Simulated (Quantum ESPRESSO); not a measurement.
# TePb (Fm-3m) in Quantum ESPRESSO: a series of runs, part 5 of 5

Quantum ESPRESSO 7.5. Earlier steps stand in the parts before.

### Step 7. Overview

| task | level | potentials or basis | cell | k mesh | cutoff (eV) | form of the LDA correlation | pressure (GPa) |
| --- | --- | --- | --- | --- | --- | --- | --- |
| phonons | BLYP | GBRV 1.5 PBE | relaxed | 6 × 6 × 6, shifted | 612 | - | 0.0 |
| phonons | RPBE | GBRV 1.5 PBE | relaxed | 6 × 6 × 6, shifted | 612 | - | 0.0 |
| phonons | vdW-DF-cx | GBRV 1.5 PBE | relaxed | 6 × 6 × 6, shifted | 612 | - | 0.0 |
| dielectric tensor | LDA | PseudoDojo 0.4.1 SR LDA standard | as given | 4 × 4 × 4, shifted | 1088 | PW92 | -1.7 |
| dielectric tensor | PBE | PseudoDojo 0.4.1 SR PBE standard | as given | 4 × 4 × 4, shifted | 1088 | - | 2.2 |

Alike in all rows: no spin polarisation; smearing fermi-dirac 0.05 eV.

Caveats: the potentials were made for another functional, which shifts forces and pressure (some runs); some modes are imaginary (some runs).

Absolute energies hang on the potentials; compare differences alone.

### Step 8. How close it comes

Step 2. Against the measured high-frequency dielectric constant of TePb, 36.9 (77 K; a printed reference work, monograph), the calculated 24.32 is off by -34.1 %. So large a miss can be the level of theory's own, or it may mean another phase, state or a wrong row. 2 values of this kind are on record (32.8 to 36.9); this one was drawn at random.

Step 3. Against the measured high-frequency dielectric constant of TePb, 36.9 (77 K; a printed reference work, monograph), the calculated 24.34 is off by -34.0 %. So large a miss can be the level of theory's own, or it may mean another phase, state or a wrong row. 2 values of this kind are on record (32.8 to 36.9); this one was drawn at random.

Step 4. A measured high-frequency dielectric constant of TePb is 32.8 (300 K; a printed reference work, monograph); the calculated 30.02 misses it by -8.5 %. 2 values of this kind are on record (32.8 to 36.9); this one was drawn at random.

Step 5. A measured high-frequency dielectric constant of TePb is 36.9 (77 K; a printed reference work, monograph); the calculated 28.53 misses it by -22.7 %. 2 values of this kind are on record (32.8 to 36.9); this one was drawn at random.

Step 6. A measured high-frequency dielectric constant of TePb is 36.9 (77 K; a printed reference work, monograph); the calculated 26.58 misses it by -28.0 %. 2 values of this kind are on record (32.8 to 36.9); this one was drawn at random.
